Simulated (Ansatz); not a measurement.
# SnTe (F-43m) in Ansatz: notebook

Runs on SnTe. Level: PBEsol. Tasks: phonons, elastic constants.

All numbers are computed with Ansatz 0.2.0; they aren't measurements. Logs are shortened: lines on timing, memory, paths and dates and some standing lists are left out, and cuts for length are marked.

### 1 The crystal as given

The structure is cubic, space group F-43m (No. 216). Conventional cell: a = 7.222 Å, b = 7.222 Å, c = 7.222 Å, α = 90.00°, β = 90.00°, γ = 90.00°. Around Te (site symmetry -43m) lie 4 Sn at 3.13 Å. Around Sn (site symmetry -43m) lie 4 Te at 3.13 Å.

Measurements of this composition are mostly on another form, of space group No. 225.

### 2 Phonons, PBEsol

Contents of input.yaml:

```yaml
crystal:
  lattice:
    - [0.0, 3.611146, 3.611146]
    - [3.611146, 0.0, 3.611146]
    - [3.611146, 3.611146, 0.0]
  atoms:
    - { symbol: Te, position: [0.25, 0.25, 0.25] }
    - { symbol: Sn, position: [0.0, 0.0, 0.0] }
hamiltonian:
  xc: pbesol
  pseudopotentials: { kind: paw }
kpoints:
  mp_grid: { grid: [6, 6, 6] }
scf:
  occupations: { method: fermi_dirac, width: 0.05 }
phonons:
  method: dfpt
  qmesh: [2, 2, 2]
  temperatures: { t_max: 1000, t_step: 100 }
  qpath:
    path:
      - [[0.0, 0.0, 0.0], [0.5, 0.0, 0.5], [0.5, 0.25, 0.75], [0.375, 0.375, 0.75], [0.0, 0.0, 0.0], [0.5, 0.5, 0.5], [0.625, 0.25, 0.625], [0.5, 0.25, 0.75], [0.5, 0.5, 0.5], [0.375, 0.375, 0.75]]
      - [[0.625, 0.25, 0.625], [0.5, 0.0, 0.5]]
    npoints: 8
```

Potentials or basis: Ansatz PAW.

Launch:

```
$ ansatz run input.yaml --threads 2 --pin off --max-ram 5632MiB --backend cpu --events-out ev --progress --plain --runs-dir out
```

Standard output:

```text
Warning: phonons: the dynamical matrix that this run interpolates holds no multipole term above the dipole-dipole one, and a site of this crystal is no centre of inversion, so its interpolated transverse optical and acoustic branches and sound speeds can stay off near Gamma, and the density of states and the thermodynamics with them. What a run solves at a wave vector of phonons.qpoints, Gamma apart, where the deck admits one, is free of this, and under fd what a larger phonons.supercell samples
Warning: RAYON_NUM_THREADS=2 ignored (pool sized by the plan → 2); use --threads N
Engine: ansatz 0.2.0, x86_64-unknown-linux-gnu
Pseudopotentials: kind: paw
Pseudopotential: Te, paw, valence charge 16, recommended cutoff 420 eV (normal), Te.paw.azcp
Pseudopotential: Sn, paw, valence charge 14, recommended cutoff 420 eV (normal), Sn.paw.azcp
Functional definition: PBEsol
  exchange = pbesol_x
  correlation = pbesol_c
Crystal: 2 atoms, lattice volume = 94.181 Å³
Basis set: ecut = 420 eV, 1837 PW (Γ), exchange–correlation on 72×72×72 points (8 copies of the dense FFT grid, shifted against one another)
Bands: 19, of which v1, the nominal top of the filled ones, is band 15 counted from 1 (14 counted from 0)
Symmetry: 24 space group operations
k-points: 16 of 216 (time reversal used)
Non-local potential: Te, projectors of the file, l = 0: 2, l = 1: 2, l = 2: 2, l = 3: 2
Non-local potential: Sn, projectors of the file, l = 0: 2, l = 1: 2, l = 2: 2, l = 3: 2
PAW form: soft (Blöchl's): semilocal exchange-correlation on the pseudo side does not see the compensation charge
PAW frozen core: Te, regenerated for the run's functional, and the local potential with it (the file was generated under x = pbe(κ = 0.804, μ = 0.2195149727645171), c = pbe(β = 0.06672455060314922))
PAW frozen core: Sn, regenerated for the run's functional, and the local potential with it (the file was generated under x = pbe(κ = 0.804, μ = 0.2195149727645171), c = pbe(β = 0.06672455060314922))
PAW one-centre angular grid: Te, 590 points (default); XC on 64 Gauss nodes
PAW one-centre angular grid: Sn, 590 points (default); XC on 64 Gauss nodes
Initial density: superposition of atomic densities (neutral atoms: chi_scale 0, normalization atom), corrected by the library's trained network
Initial wavefunctions: pseudopotential atomic-orbital guess
Functional: x = pbesol(κ = 0.804, μ = 0.12345679012345678), c = pbesol(β = 0.046)
SCF iter   1: F=—  HF=-12851.115264 eV  |F-HF|=—  |Δ(HF+E_count)|=         —  Δρ=2.31e-3  dr2=8.22e-3  ethr=1.77e-3  ⟨swp⟩=6.4  Hψ=1600  notcnv=0
preconditioner: auto → none  [insulator: Δε(μ)=0.264 eV  Ē_g=7.778 eV  σ=0.050 eV  W_gap=0.84  n_scr=14 (ndim 8)  ℏωp=12.1 eV  f_vac=0.195  D(μ)=0.15/eV (n_scr^D=0)  ε∞_Penn≈3.4]
SCF iter   2: F=—  HF=-12851.112332 eV  |F-HF|=—  |Δ(HF+E_count)|=   2.93e-3  Δρ=1.04e-3  dr2=1.66e-3  ethr=2.74e-5  ⟨swp⟩=2.1  Hψ=581  notcnv=0
SCF iter   3: F=—  HF=-12851.111907 eV  |F-HF|=—  |Δ(HF+E_count)|=   4.25e-4  Δρ=5.26e-4  dr2=1.78e-4  ethr=5.52e-6  ⟨swp⟩=2.9  Hψ=515  notcnv=0
SCF iter   4: F=—  HF=-12851.111996 eV  |F-HF|=—  |Δ(HF+E_count)|=   8.91e-5  Δρ=7.21e-5  dr2=5.31e-6  ethr=5.94e-7  ⟨swp⟩=2.0  Hψ=545  notcnv=0
SCF iter   5: F=—  HF=-12851.112004 eV  |F-HF|=—  |Δ(HF+E_count)|=   7.77e-6  Δρ=7.67e-5  dr2=3.62e-6  ethr=1.77e-8  ⟨swp⟩=2.0  Hψ=546  notcnv=0
SCF iter   6: F=—  HF=-12851.112007 eV  |F-HF|=—  |Δ(HF+E_count)|=   3.72e-6  Δρ=1.75e-5  dr2=1.71e-7  ethr=1.21e-8  ⟨swp⟩=2.0  Hψ=459  notcnv=0
SCF iter   7: F=—  HF=-12851.112007 eV  |F-HF|=—  |Δ(HF+E_count)|=   1.22e-7  Δρ=3.60e-6  dr2=8.23e-9  ethr=5.71e-10  ⟨swp⟩=2.0  Hψ=546  notcnv=0
SCF iter   8: F=—  HF=-12851.112007 eV  |F-HF|=—  |Δ(HF+E_count)|=   4.49e-9  Δρ=2.21e-7  dr2=4.34e-11  ethr=2.74e-11  ⟨swp⟩=2.0  Hψ=545  notcnv=0
SCF iter   9: F=-12851.112007 eV  HF=-12851.112007 eV  |F-HF|=1.82e-12  |Δ(HF+E_count)|=  6.91e-11  Δρ=3.57e-8  dr2=1.34e-12  ethr=1.00e-12  ⟨swp⟩=6.9  Hψ=1356  notcnv=0
SCF 1 converged in 9 iterations: F = -12851.112007 eV  dr2 = 1.34e-12
Initial density: read from a saved state, or passed on in memory by an earlier SCF of this step, an earlier step, the calling program or the single point that the run made first
iter 1 solved again at ethr=3.41e-7 eV; its pass at ethr=3.10e-3 eV (dr2=1.02e-4 eV) is discarded
SCF iter   1: F=—  HF=-12851.112008 eV  |F-HF|=—  |Δ(HF+E_count)|=         —  Δρ=8.59e-7  dr2=1.59e-9  ethr=3.41e-7  ⟨swp⟩=3.2  Hψ=2434  notcnv=0
eigensolver tolerance schedule: the retry pair's looser diagonalisation over-reported the residual by 64079.13 of it (diagonalisation noise at an unbounded share of the residual, at the tolerance the schedule requests for it); recorded, not acted on — ethr = c·dr2/N_el stays at c = 1.0e-1
preconditioner: auto → none  [insulator: Δε(μ)=0.232 eV  Ē_g=7.757 eV  σ=0.050 eV  W_gap=0.79  n_scr=14 (ndim 8)  ℏωp=12.1 eV  f_vac=0.204  D(μ)=0.20/eV (n_scr^D=0)  ε∞_Penn≈3.4]
SCF iter   2: F=—  HF=-12851.112007 eV  |F-HF|=—  |Δ(HF+E_count)|=   8.91e-7  Δρ=9.60e-7  dr2=2.82e-9  ethr=5.32e-12  ⟨swp⟩=4.0  Hψ=839  notcnv=0
SCF iter   3: F=—  HF=-12851.112007 eV  |F-HF|=—  |Δ(HF+E_count)|=  7.46e-10  Δρ=3.87e-7  dr2=3.54e-10  ethr=5.32e-12  ⟨swp⟩=2.1  Hψ=362  notcnv=0
SCF iter   4: F=—  HF=-12851.112007 eV  |F-HF|=—  |Δ(HF+E_count)|=  6.55e-11  Δρ=2.56e-7  dr2=1.41e-10  ethr=1.18e-12  ⟨swp⟩=1.1  Hψ=305  notcnv=0
SCF iter   5: F=—  HF=-12851.112007 eV  |F-HF|=—  |Δ(HF+E_count)|=  2.18e-11  Δρ=1.57e-7  dr2=5.39e-11  ethr=1.00e-12  ⟨swp⟩=1.0  Hψ=304  notcnv=0
SCF iter   6: F=—  HF=-12851.112007 eV  |F-HF|=—  |Δ(HF+E_count)|=  1.46e-11  Δρ=1.05e-7  dr2=2.36e-11  ethr=1.00e-12  ⟨swp⟩=1.0  Hψ=304  notcnv=0
SCF iter   7: F=-12851.112007 eV  HF=-12851.112007 eV  |F-HF|=7.28e-12  |Δ(HF+E_count)|=  3.64e-12  Δρ=5.03e-8  dr2=5.50e-12  ethr=1.00e-12  ⟨swp⟩=1.7  Hψ=691  notcnv=0
SCF 2 converged in 7 iterations: F = -12851.112007 eV  dr2 = 5.50e-12
k-points: 46 of 216 (irreducible under 4 space group operations, time reversal used)
iter 1 solved again at ethr=3.38e-7 eV; its pass at ethr=3.10e-3 eV (dr2=1.01e-4 eV) is discarded
SCF iter   1: F=—  HF=-12851.111429 eV  |F-HF|=—  |Δ(HF+E_count)|=         —  Δρ=9.31e-5  dr2=2.47e-5  ethr=3.38e-7  ⟨swp⟩=3.0  Hψ=6148  notcnv=0  defer=83
preconditioner: auto → none  [insulator: Δε(μ)=0.232 eV  Ē_g=7.757 eV  n_scr=14 (ndim 8)  ℏωp=12.1 eV  f_vac=0.204  ε∞_Penn≈3.4]
SCF iter   2: F=—  HF=-12851.111426 eV  |F-HF|=—  |Δ(HF+E_count)|=   2.53e-6  Δρ=4.34e-5  dr2=4.33e-6  ethr=8.23e-8  ⟨swp⟩=2.0  Hψ=1099  notcnv=0  defer=69
SCF iter   3: F=—  HF=-12851.111428 eV  |F-HF|=—  |Δ(HF+E_count)|=   1.87e-6  Δρ=1.92e-5  dr2=5.94e-7  ethr=1.44e-8  ⟨swp⟩=2.1  Hψ=1131  notcnv=0  defer=43
SCF iter   4: F=—  HF=-12851.111427 eV  |F-HF|=—  |Δ(HF+E_count)|=   1.26e-6  Δρ=3.57e-6  dr2=2.81e-8  ethr=1.98e-9  ⟨swp⟩=2.0  Hψ=1051  notcnv=0  defer=18
SCF iter   5: F=—  HF=-12851.111427 eV  |F-HF|=—  |Δ(HF+E_count)|=   3.23e-8  Δρ=6.81e-7  dr2=6.87e-10  ethr=9.36e-11  ⟨swp⟩=2.0  Hψ=1332  notcnv=0  defer=18
SCF iter   6: F=-12851.111427 eV  HF=-12851.111427 eV  |F-HF|=7.64e-11  |Δ(HF+E_count)|=   2.16e-9  Δρ=1.66e-7  dr2=2.58e-11  ethr=1.00e-12  ⟨swp⟩=6.1  Hψ=3594  notcnv=0
SCF 3 converged in 6 iterations: F = -12851.111427 eV  dr2 = 2.58e-11
NSCF: frozen V_eff on 46 k-points
NSCF: frozen V_eff on 41 k-points
DFPT response loops at Γ: preconditioner auto → none (the input reference at scf.mixing.eps_inf says where Resta's filter doesn't serve); β = 0.50; Broyden in place of MSR1
── the response to a field inside a basis, on 8×8×8 k-points: an SCF that follows is theirs, and a resumed run solves both again ──
Bands: 16, of which v1, the nominal top of the filled ones, is band 15 counted from 1 (14 counted from 0)
k-points: 60 of 512 (irreducible under 6 space group operations, time reversal used)
Initial density: handed on by an earlier stage of this run
Initial wavefunctions: pseudopotential atomic-orbital guess (no wavefunctions were taken with the density)
Eigensolver: Dense (60 Hₖ)
SCF iter   1: F=—  HF=-12851.110150 eV  |F-HF|=—  |Δ(HF+E_count)|=         —  Δρ=6.48e-5  dr2=1.47e-6  ethr=1.00e-1
preconditioner: auto → none  [insulator: Δε(μ)=0.200 eV  Ē_g=6.050 eV  n_scr=14 (ndim 8)  ℏωp=12.1 eV  f_vac=0.204  ε∞_Penn≈5.0]
SCF iter   2: F=—  HF=-12851.110151 eV  |F-HF|=—  |Δ(HF+E_count)|=   7.22e-7  Δρ=3.18e-5  dr2=4.21e-7  ethr=4.89e-9
SCF iter   3: F=—  HF=-12851.110151 eV  |F-HF|=—  |Δ(HF+E_count)|=   5.03e-7  Δρ=1.36e-5  dr2=2.96e-7  ethr=1.40e-9
SCF iter   4: F=-12851.110151 eV  HF=-12851.110151 eV  |F-HF|=6.06e-9  |Δ(HF+E_count)|=   2.33e-8  Δρ=3.07e-6  dr2=5.48e-9  ethr=9.87e-10
SCF 1 converged in 4 iterations: F = -12851.110151 eV  dr2 = 5.48e-9
DFPT response loops at Γ: mixed as the last ones told, above
NSCF: frozen V_eff on 16 k-points
NSCF: frozen V_eff on 30 k-points
DFPT response loops at q = (0, 0, 0) (fractional): preconditioner auto → none (partly filled bands, converged f_vac=0.204); β = 0.50; Broyden in place of MSR1
NSCF: frozen V_eff on 136 k-points
DFPT response loops at q = (0, 0, -0.5) (fractional): mixed as the last ones told, above
NSCF: frozen V_eff on 92 k-points
DFPT response loops at q = (0, -0.5, -0.5) (fractional): mixed as the last ones told, above
SCF converged after 9 iterations
Free energy (F): -12851.112007 eV
Harris-Foulkes:  -12851.112007 eV  (|F-HF|=1.82e-12)
Internal energy: -12851.109996 eV  (E = F + TS)
E sigma→0 (E₀):  -12851.111001 eV
Entropy (-TS):   -0.002011 eV (-1.006 meV/atom)
Fermi energy:    4.834886 eV
--- Per-component energies (eV) ---
  E_band       = -486.683419
  E_kinetic    = 364.653064
  E_local      = -3027.021267  (includes V_loc(G=0)·N_el)
  E_nonlocal   = -339.129114
  E_hartree    = 1721.374689
  E_xc         = -501.986415
  E_vxc        = -199.700155  (∫ρ·V_xc dr)
  E_paw        = -8645.600447  (= ΣΔE_a)
  E_vpaw       = -728.235178  (= ΣTr[D̂ρ^β])
  E_aug_tail   = -0.000212  (compensation charges beyond the density's cutoff)
  E_ewald      = -2424.059948
  E_core_change = 0.659655  (= ΣΔE_core)
  E_smearing   = -0.002011  (= −TS)
  E_closure    = 0.000000  (closes the sum)
  Σ components = -12851.112007   (vs F -12851.112007, Δ=0.00e0)
--- Band table (eV; the first three rows and the last of 16) ---
  k-point 0: bands = ["-31.7315", "-31.7315", "-31.7315", "-31.7291", "-31.7291", "-16.8749", "-16.8749", "-16.8749", "-16.8655", "-16.8655", "-6.7016", "-0.3683", "2.9250", "2.9250", "2.9250", "5.8464", "5.8464", "5.8464", "8.8334"]
  k-point 1: bands = ["-31.7315", "-31.7315", "-31.7315", "-31.7291", "-31.7291", "-16.8752", "-16.8745", "-16.8745", "-16.8655", "-16.8655", "-6.5872", "-0.8860", "2.7626", "2.7626", "3.0151", "6.0938", "6.1163", "6.1163", "9.6240"]
  k-point 2: bands = ["-31.7315", "-31.7314", "-31.7314", "-31.7291", "-31.7291", "-16.8759", "-16.8738", "-16.8738", "-16.8655", "-16.8655", "-6.3221", "-1.7604", "2.5010", "2.5010", "2.8918", "6.5174", "6.5174", "7.2322", "10.2437"]
  k-point 15: bands = ["-31.7315", "-31.7314", "-31.7313", "-31.7291", "-31.7290", "-16.8776", "-16.8728", "-16.8720", "-16.8660", "-16.8650", "-5.9437", "-2.5119", "1.5227", "1.5928", "4.6853", "5.6748", "7.6331", "8.1589", "10.1078"]
--- Phonons (Γ-DFPT): 2 representative perturbations + reference (Σ response iterations 6) ---
  ASR residual: 1.427e-4 → 0.000e0 eV/Å²; symmetrization residual: 3.751e-5 eV/Å²
  ASR residual per site (eV/Å²): 9.23e-5 1.43e-4
  Γ frequencies (cm⁻¹): 0.00 0.00 0.00 100.45 100.45 100.45
  Unit cell's response to a homogeneous field: 3 representative field directions (Σ response iterations 15)
  ε∞ (high-frequency dielectric tensor):
       13.241700    -0.000000     0.000000
       -0.000000    13.241700     0.000000
        0.000000     0.000000    13.241700
  ε⁰ (static dielectric tensor): not given — the deck does not say what the cell's rigid motions are, and on a molecule in a box or a wire the rigid rotations would enter the sum over the modes at Γ. For a crystal or a slab, whose only rigid motions are the translations, set phonons.rigid_motions: translations.
  Born effective charges Z* (e; rows j = field, columns β = displacement):
    site 0:
        -2.16040    0.00000   -0.00000
        -0.00000   -2.16040   -0.00000
         0.00000   -0.00000   -2.16040
    site 1:
         2.16040   -0.00000    0.00000
         0.00000    2.16040    0.00000
        -0.00000    0.00000    2.16040
  Z* charge neutrality: 1.547e-3 e pre-enforcement
  solved inside a basis spanned on the 6×6×6 k-mesh, on 8×8×8 k-points, its susceptibility summed on 10×10×10: ε∞ is read to err by 6.5e-2, Z* by 1.9e-2 e; Z* is corrected for what the basis lacks
  optical modes at Γ without the LO–TO term, one row a degenerate level:
      ω (cm⁻¹)  modes    IR ((D/Å)²/amu)
        100.45      3             5.2529
  optical modes at Γ + LO–TO along q̂ = [1.0000, 0.0000, 0.0000]:
      ω (cm⁻¹)  modes    IR ((D/Å)²/amu)
        100.45      2             3.5019
        114.39      1             1.7510
  optical modes at Γ + LO–TO along q̂ = [0.0000, 1.0000, 0.0000]:
      ω (cm⁻¹)  modes    IR ((D/Å)²/amu)
        100.45      2             3.5019
        114.39      1             1.7510
  optical modes at Γ + LO–TO along q̂ = [0.0000, 0.0000, 1.0000]:
      ω (cm⁻¹)  modes    IR ((D/Å)²/amu)
        100.45      2             3.5019
        114.39      1             1.7510
--- Phonons (arbitrary-q DFPT): 3 irreducible q on the 2×2×2 mesh ---
  q = [0.0000, 0.0000, 0.0000] (star 1, of the zone-centre solve; hermiticity 3.29e-5, symmetrization 7.69e-12): -0.00 -0.00 0.00 100.45 100.45 100.45
  q = [0.0000, 0.0000, -0.5000] (star 4, 2 solved perturbations on 68 of 216 k-point pairs; hermiticity 4.42e-6, symmetrization 6.78e-7): 11.08 11.08 62.92 94.40 94.40 105.86
  q = [0.0000, -0.5000, -0.5000] (star 3, 4 solved perturbations in 152 linear systems a pass and spin channel, the states on 46 of 216 k-point pairs; hermiticity 4.34e-5, symmetrization 4.72e-9): -30.34 -30.34 68.29 68.29 85.19 91.37
  sum rule: each row above includes the acoustic sum rule's correction from the zone centre's row sums; it moved no ω² by more than (0.57 cm⁻¹)²
  mesh force constants: q→R imaginary residual 8.73e-18; ASR residual 1.427e-4 → 0.000e0 eV/Å²; symmetrization residual 1.332e-15 eV/Å²
  interpolated dispersion: 83 rows × 6 modes
  density of states and harmonic sums: on the 16×16×16 q-mesh, interpolated from the force constants of a 2×2×2 supercell (with the dipole–dipole term)
  largest difference from the sums on the solved wave vectors: F 1.24e-1 eV, S 1.66e-4 and C_V 4.16e-5 eV/K
  zero-point energy: 0.022339 eV/cell   skipped modes (ω ≤ 0): 93, of them read as no rigid motion or as one in doubt: 90 (6.416e-1 modes/cell left out, lowest -30.34 cm⁻¹)   left out of the sums: 1.07e-1 of the cell's modes: C_V's classical limit lies that fraction below 3 k_B per atom; for a crystal, a wire or a layer, F and S can be off by more, and a phonons.interpolated_qmesh denser along its periods is the remedy for the sampling
```

It took 71 s on 2 threads of Intel Xeon Platinum 8375C at 2.90GHz (Ice Lake), shared host; peak memory 0.78 GiB.

Results:

| Quantity | Value |
| --- | --- |
| Free energy | -12851.1120 eV |
| Band gap on the k mesh | 0.23 eV, indirect (least direct gap 0.76 eV) |
| Electronic dielectric tensor (diagonal) | 13.24 |
| Born charges (mean of the diagonal) | Te -2.16; Sn +2.16 e |
| Highest phonon frequency, LO-TO splitting left out | 106 cm⁻¹ |
| Most unstable mode | 30i cm⁻¹ |

Levels at points of the mesh, in eV from the valence-band top:
```tsv
k point	band 12	band 13	band 14	band 15	band 16	band 17	band 18	band 19
(0.00, 0.00, 0.00)	-5.05	-1.76	-1.76	-1.76	1.16	1.16	1.16	4.15
(0.00, 0.00, -0.50)	-6.85	-2.29	-2.29	-1.90	1.96	1.96	3.54	5.72
(0.00, -0.50, -0.50)	-7.21	-2.95	-2.95	-0.53	0.23	4.04	4.04	5.50
```

Phonon frequencies in cm⁻¹ (negative: imaginary):
```
                q point          frequencies
  (0.000, 0.000, 0.000)    0 0 0 100 100 100
 (0.000, 0.000, -0.500)   11 11 63 94 94 106
(0.000, -0.500, -0.500)  -30 -30 68 68 85 91
```

Electronic dielectric tensor:
```
13.24  0.00  0.00
 0.00 13.24  0.00
 0.00  0.00 13.24
```

Born effective charge tensors (e):
atom 1, Te
```
-2.16  0.00  0.00
 0.00 -2.16  0.00
 0.00  0.00 -2.16
```
atom 2, Sn
```
2.16 0.00 0.00
0.00 2.16 0.00
0.00 0.00 2.16
```

Caveat: some modes are imaginary; the gap is small at this level, which inflates the dielectric constant; spin-orbit coupling is left out, which moves the levels of the heavy elements; the q mesh is small, so phonon branches between its points and thermal values are rough; the PAW data sets come from PBE, with cores solved anew for the run's functional, which leaves a small shift of forces and pressure; some levels weren't fully converged. A k mesh can miss the band edges.

### 3 Elastic constants, PBEsol

Contents of input.yaml:

```yaml
crystal:
  lattice:
    - [0.0, 3.611146, 3.611146]
    - [3.611146, 0.0, 3.611146]
    - [3.611146, 3.611146, 0.0]
  atoms:
    - { symbol: Te, position: [0.25, 0.25, 0.25] }
    - { symbol: Sn, position: [0.0, 0.0, 0.0] }
hamiltonian:
  xc: pbesol
  pseudopotentials: { kind: paw }
kpoints:
  mp_grid: { grid: [6, 6, 6] }
scf:
  occupations: { method: fermi_dirac, width: 0.05 }
output:
  forces: true
  stress: true
elastic:
  mode: relaxed_ion
  stencil: two_point
```

Potentials or basis: Ansatz PAW.

Launch:

```
$ ansatz run input.yaml --threads 2 --pin off --max-ram 5632MiB --backend cpu --events-out ev --progress --plain --runs-dir out
```

It took 33 s on 2 threads of Intel Xeon Platinum 8375C at 2.90GHz (Ice Lake), shared host; peak memory 0.51 GiB.

It converged, with:

```
Free energy                     : -12851.1120 eV
Pressure                        : -1.4 GPa
Band gap on the k mesh          : 0.23 eV, indirect (least direct gap 0.76 eV)
Elastic constants C11, C12, C44 : 23, 21, -8 GPa
Voigt bulk modulus              : 21 GPa
```

Levels at points of the mesh, in eV from the valence-band top:
```tsv
k point	band 12	band 13	band 14	band 15	band 16	band 17	band 18	band 19
(0.00, 0.00, 0.00)	-5.05	-1.76	-1.76	-1.76	1.16	1.16	1.16	4.15
(0.00, 0.00, -0.50)	-6.85	-2.29	-2.29	-1.90	1.96	1.96	3.54	5.72
(0.00, -0.50, -0.50)	-7.21	-2.95	-2.95	-0.53	0.23	4.04	4.04	5.50
```

Elastic tensor in Voigt notation (GPa, in the Cartesian axes of the cell as first typed):
```
23 21 21  0  0  0
21 23 21  0  0  0
21 21 23  0  0  0
 0  0  0 -8  0  0
 0  0  0  0 -8  0
 0  0  0  0  0 -8
```

Caveat: the elastic tensor has a negative eigenvalue, so either the cell is unstable as it stands or the mesh is too thin; spin-orbit coupling is left out, which moves the levels of the heavy elements; the PAW data sets come from PBE, with cores solved anew for the run's functional, which leaves a small shift of forces and pressure.
